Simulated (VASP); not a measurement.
## CuI (Marshite): relaxation of cell and atoms with r2SCAN

The system is CuI (Marshite).

```
I Cu
1.0
     0.00000    3.03150    3.03150
     3.03150    0.00000    3.03150
     3.03150    3.03150    0.00000
I Cu
1 1
Direct
  0.00000 0.00000 0.00000
  0.75000 0.75000 0.75000
```

- Program: VASP 6.6.1
- Task: relaxation of cell and atoms
- Functional: r2SCAN
- Potentials or basis: VASP PAW PBE potentials, release 64 (I, Cu)
- Cutoff: 600 eV
- k mesh: 8 × 8 × 8
- Occupations: gaussian, width 0.05 eV
- Spin: no spin polarisation
- Further INCAR settings: ALGO = Normal; EDIFF = 1e-07; IBRION = 2; EDIFFG = -0.02; NSW = 40; ISIF = 3

```yaml
Relaxed_volume: 27.30 Å³/atom
Relaxed_cell: a = 4.258 Å, b = 4.258 Å, c = 4.258 Å, α = 60.00°, β = 60.00°, γ = 60.00°
Space_group_after_relaxing_to_0.05_Å: F-43m (No. 216)
Energy_gained_by_relaxing: 1.5 meV/atom
Ionic_steps: 2
Pressure_after_relaxing: 0.0 GPa
Band_gap_on_the_k_mesh: 1.67 eV, direct
```

Step by step:
| step | energy change (eV) | largest force (eV/Å) | pressure (GPa) | volume (Å³) |
| --- | --- | --- | --- | --- |
| 1 | 0.0000 | 0.0000 | -0.81 | 55.72 |
| 2 | -0.0031 | 0.0000 | -0.01 | 54.59 |

Final structure:
```
I Cu
1.0
     0.00000    3.01094    3.01094
     3.01094    0.00000    3.01094
     3.01094    3.01094    0.00000
I Cu
1 1
Direct
  0.00000 0.00000 0.00000
  0.75000 0.75000 0.75000
```

Levels at points of the mesh, in eV from the valence-band top:
| k point | band 5 | band 6 | band 7 | band 8 | band 9 | band 10 | band 11 | band 12 | band 13 |
| --- | --- | --- | --- | --- | --- | --- | --- | --- | --- |
| (0.00, 0.00, 0.00) | -1.92 | -1.92 | 0.00 | 0.00 | 0.00 | 1.67 | 5.22 | 5.22 | 5.22 |
| (0.50, 0.00, 0.00) | -1.89 | -1.89 | -1.85 | -0.75 | -0.75 | 2.57 | 5.73 | 5.73 | 7.76 |
| (0.50, 0.50, 0.00) | -1.96 | -1.84 | -1.83 | -1.57 | -1.57 | 2.90 | 3.17 | 9.95 | 10.52 |

Wall time 89 s on 1 thread of Intel(R) Xeon(R) 6975P-C (Granite Rapids), with other jobs on the host, peak memory 0.24 GiB.

Caveat: the PAW data sets were made with another functional, which shifts forces and pressure a little; spin-orbit coupling is left out, which moves the levels of the heavy elements. r2SCAN opens gaps a little over a GGA but as a rule still falls short of measured ones.
